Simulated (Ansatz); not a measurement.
Ansatz input

```yaml
crystal:
  lattice:
    - [-3.3521879423, 3.3481249876, 1.3580304789]
    - [3.3481249876, -3.3521879423, 1.3580304789]
    - [1.7120810561, 1.7120810561, -1.3654717878]
  atoms:
    - { symbol: Pd, position: [0.9999188199, 8.11801e-05, 1.0], spin: 0.5, spin_axis: [0, 0, 1] }
    - { symbol: Pd, position: [0.7500811801, 0.2499188199, 0.5], spin: 0.5, spin_axis: [0, 0, 1] }
hamiltonian:
  xc: pbe
  pseudopotentials:
    kind: paw_fr
    azcp:
      Pd: "pseudopotentials/Pd.paw.azcp"
basis:
  ecutwfc: 420
  fft_grid_basis: typed
kpoints:
  mp_grid: { grid: [14, 14, 13], shift: [0, 0, 0] }
magnetization:
  noncollinear: true
  spin_orbit: true
scf:
  occupations: { method: fermi_dirac, width: 0.05 }
```

and its output:

```
Engine: ansatz 0.2.0, x86_64-unknown-linux-gnu
Pseudopotentials: kind: paw_fr
Pseudopotential: Pd, paw_fr, valence charge 18, recommended cutoff 420 eV (normal) 
Functional definition: PBE
  parameter kappa = 0.804
  parameter beta = 0.06672455060314922
  exchange = pbe_x(kappa = kappa, mu = beta*pi^2/3)
  correlation = pbe_c(beta = beta)
Crystal: 2 atoms, lattice volume = 31.120 Å³
Basis set: ecut = 420 eV, 611 PW (Γ)
Bands: 44, of which v1, the nominal top of the filled ones, is band 36 counted from 1 (35 counted from 0)
Symmetry: 2 space group operations + 2 with time reversal
Magnetic group: BNS 15.89 (UNI 96), of the structure as read, at distance tolerance 3.1e-5 Å
k-points: 687 of 2548 (time reversal used)
Projection manifold: j_resolved (fully-relativistic pseudo-atomic orbitals)
Non-local potential: Pd, projectors of the file, l = 0: 2, l = 1: 4, l = 2: 4, l = 3: 2
PAW form: soft (Blöchl's): semilocal exchange-correlation on the pseudo side does not see the compensation charge
PAW one-centre angular grid: Pd, 590 points (default); XC on 64 Gauss nodes
Initial density: superposition of atomic densities (chi_scale 0.1, normalization cell)
Starting moments: Σ|m| = 1 μB on 2 of 2 sites
Initial wavefunctions: pseudopotential atomic-orbital guess
Functional: x = pbe(κ = 0.804, μ = 0.2195149727645171), c = pbe(β = 0.06672455060314922)
SCF iter   1: F=—  HF=-13951.554790 eV  |F-HF|=—  |Δ(HF+E_count)|=         —  Δρ=1.50e-1  dr2=7.18e0  dr2_m=5.58e-2  ethr=3.10e-3  |M|=6.21e-1 ∫|m|=6.34e-1 μB  |m|>n=0.0e0 m-floor=0.0e0 τ_xc=4.2e-16 mc-row=0.0e0  β_m=0.30  ⟨swp⟩=8.3  Hψ=151577  notcnv=0  defer=136
spin=Noncollinear: Kerker preconditioning applied to the charge; magnetization (m_x, m_y, m_z) channels mix plain (no charge-response kernel on spin).
SCF iter   2: F=—  HF=-13950.302142 eV  |F-HF|=—  |Δ(HF+E_count)|=    1.25e0  Δρ=8.75e-2  dr2=2.45e0  dr2_m=3.02e-2  ethr=3.10e-3  |M|=5.97e-1 ∫|m|=6.17e-1 μB  |m|>n=0.0e0 m-floor=0.0e0 τ_xc=1.0e-4 mc-row=0.0e0  β_m=0.30  ⟨swp⟩=2.0  Hψ=52425  notcnv=0  defer=1247
SCF iter   3: F=—  HF=-13949.700258 eV  |F-HF|=—  |Δ(HF+E_count)|=   6.02e-1  Δρ=2.94e-2  dr2=1.08e-1  dr2_m=1.74e-2  ethr=3.10e-3  |M|=5.68e-1 ∫|m|=5.94e-1 μB  |m|>n=0.0e0 m-floor=0.0e0 τ_xc=1.7e-4 mc-row=0.0e0  β_m=0.30  ⟨swp⟩=2.5  Hψ=51382  notcnv=0  defer=1254
SCF iter   4: F=—  HF=-13949.707444 eV  |F-HF|=—  |Δ(HF+E_count)|=   7.19e-3  Δρ=1.27e-2  dr2=1.48e-2  dr2_m=1.16e-2  ethr=2.99e-4  |M|=5.41e-1 ∫|m|=5.70e-1 μB  |m|>n=0.0e0 m-floor=0.0e0 τ_xc=2.2e-4 mc-row=0.0e0  β_m=0.30  ⟨swp⟩=2.0  Hψ=61755  notcnv=0  defer=1446
SCF iter   5: F=—  HF=-13949.707418 eV  |F-HF|=—  |Δ(HF+E_count)|=   2.57e-5  Δρ=1.05e-2  dr2=1.42e-3  dr2_m=7.94e-3  ethr=4.10e-5  |M|=5.16e-1 ∫|m|=5.46e-1 μB  |m|>n=0.0e0 m-floor=0.0e0 τ_xc=2.5e-4 mc-row=0.0e0  β_m=0.30  ⟨swp⟩=2.0  Hψ=45451  notcnv=0  defer=1446
SCF iter   6: F=—  HF=-13949.709001 eV  |F-HF|=—  |Δ(HF+E_count)|=   1.58e-3  Δρ=8.88e-3  dr2=1.71e-4  dr2_m=5.62e-3  ethr=3.94e-6  |M|=4.95e-1 ∫|m|=5.26e-1 μB  |m|>n=0.0e0 m-floor=0.0e0 τ_xc=2.7e-4 mc-row=0.0e0  β_m=0.30  ⟨swp⟩=2.0  Hψ=48358  notcnv=0  defer=1446
...
SCF iter  18: F=—  HF=-13949.714010 eV  |F-HF|=—  |Δ(HF+E_count)|=   3.14e-7  Δρ=8.65e-6  dr2=5.75e-9  dr2_m=2.85e-9  ethr=2.15e-10  |M|=9.71e-4 ∫|m|=1.04e-3 μB  |m|>n=0.0e0 m-floor=0.0e0 τ_xc=2.5e-9 mc-row=0.0e0  β_m=0.99  ⟨swp⟩=3.0  Hψ=71196  notcnv=0
SCF iter  19: F=—  HF=-13949.714010 eV  |F-HF|=—  |Δ(HF+E_count)|=   3.55e-9  Δρ=3.05e-6  dr2=2.12e-10  dr2_m=1.44e-9  ethr=1.60e-11  |M|=7.25e-4 ∫|m|=7.75e-4 μB  |m|>n=0.0e0 m-floor=0.0e0 τ_xc=9.3e-10 mc-row=0.0e0  β_m=0.99  ⟨swp⟩=3.0  Hψ=68647  notcnv=0
SCF iter  20: F=—  HF=-13949.714010 eV  |F-HF|=—  |Δ(HF+E_count)|=   1.62e-9  Δρ=2.65e-6  dr2=3.99e-11  dr2_m=1.01e-9  ethr=1.00e-12  |M|=6.08e-4 ∫|m|=6.50e-4 μB  |m|>n=0.0e0 m-floor=0.0e0 τ_xc=7.6e-10 mc-row=0.0e0  β_m=1.00  ⟨swp⟩=3.0  Hψ=67645  notcnv=0
SCF iter  21: F=—  HF=-13949.714010 eV  |F-HF|=—  |Δ(HF+E_count)|=   3.01e-9  Δρ=1.30e-6  dr2=1.27e-10  dr2_m=2.58e-10  ethr=1.00e-12  |M|=2.97e-4 ∫|m|=3.18e-4 μB  |m|>n=0.0e0 m-floor=0.0e0 τ_xc=2.9e-10 mc-row=0.0e0  β_m=1.00  ⟨swp⟩=3.0  Hψ=71744  notcnv=0
SCF iter  22: F=-13949.714010 eV  HF=-13949.714010 eV  |F-HF|=3.64e-12  |Δ(HF+E_count)|=  9.39e-10  Δρ=2.33e-7  dr2=1.06e-11  dr2_m=4.47e-12  ethr=1.00e-12  |M|=2.57e-5 ∫|m|=2.77e-5 μB  |m|>n=0.0e0 m-floor=0.0e0 τ_xc=2.5e-12 mc-row=0.0e0  ⟨swp⟩=3.0  Hψ=70368  notcnv=0
WARN: the starting moments were not kept: the SCF closed with an absolute magnetisation of 2.7e-5 μB, where they sum to 1 μB in size (2 sites). That is at most 0.1 of that sum. Measured as dr2_m measures the in/out step, that magnetisation stands 2.8e-10 eV from none, at or under the dr2_threshold of 1.0e-7 eV: it is no larger than a step whose dr2_m would equal this threshold. The system may hold no moment; this SCF shows only that its start led to no more than that. To try another start: raise the starting moments (crystal.atoms[].spin, magnetization.per_species, magnetization.initial_magnetization, or on a non-collinear deck that types none of these the spinor_matrix: blocks that start its atoms; where the total moment is fixed, keep their sum and leave initial_magnetization as it is; typed ones take the place of any that the run laid by itself, positive ones on a crystal's lanthanoids without a Hubbard term where scf.initial_density.shell_occupations: [] is typed) or, if the notice of its spin-set hold's release reads "site moments contracting" or "site moments show no strong build", lengthen the hold (scf.mixing.spin_hold: { on: { confirm: 4 } }; for m-r²SCAN on two components see the key's manual first). Each may lead to a state that holds a moment. A second SCF, from the converged charge density, with the starting moments and any scf.initial_density.shell_occupations laid on it anew, would have followed, and was not run: the deck does not ask for one (magnetization.retry_lost_moments is false, the default). To let it run, set magnetization.retry_lost_moments: true and run the deck again, where that key's refused combinations let it; where memory then withholds it, that run's warning says so.
SCF 1 converged in 22 iterations: F = -13949.714010 eV  dr2 = 1.06e-11
SCF converged after 22 iterations
Magnetization: |M| = 0.0000 μB,  M = (+0.0000, +0.0000, -0.0000) μB
Absolute magnetization: 0.0000 μB (∫|m|, with the PAW one-centre terms)
  site 0: m = (+0.0000, +0.0000, -0.0000) μB, |m| = 0.0000 μB  (R = 1.12 Å)
  site 1: m = (+0.0000, +0.0000, -0.0000) μB, |m| = 0.0000 μB  (R = 1.12 Å)
Free energy (F): -13949.714010 eV
Harris-Foulkes:  -13949.714010 eV  (|F-HF|=3.64e-12)
Internal energy: -13949.679282 eV  (E = F + TS)
E sigma→0 (E₀):  -13949.696646 eV
Entropy (-TS):   -0.034729 eV (-17.364 meV/atom)
Fermi energy:    18.477244 eV
--- Per-component energies (eV) ---
  E_band       = -317.078819
  E_kinetic    = 1026.297405
  E_local      = -3661.042909  (includes V_loc(G=0)·N_el)
  E_nonlocal   = 432.274823
  E_hartree    = 1483.011343
  E_xc         = -336.818010
  E_vxc        = -422.519076  (∫ρ·V_xc dr)
  E_paw        = -7503.331978  (= ΣΔE_a)
  E_vpaw       = -658.112232  (= ΣTr[D̂ρ^β])
  E_aug_tail   = 0.000447  (compensation charges beyond the density's cutoff)
  E_ewald      = -5390.070403
  E_smearing   = -0.034729  (= −TS)
  E_closure    = 0.000000  (closes the sum)
  Σ components = -13949.714010   (vs F -13949.714010, Δ=0.00e0)
```

Command:

```sh
ansatz run input.yaml --threads 1 --pin off --max-ram 3584MiB --backend cpu --events-out ev --progress --plain --runs-dir out
```

On 1 thread of Intel(R) Xeon(R) Platinum 8259CL CPU @ 2.50GHz (Skylake/Cascade Lake) (shared host) this took about 790 s of wall time and 720 s of CPU time.
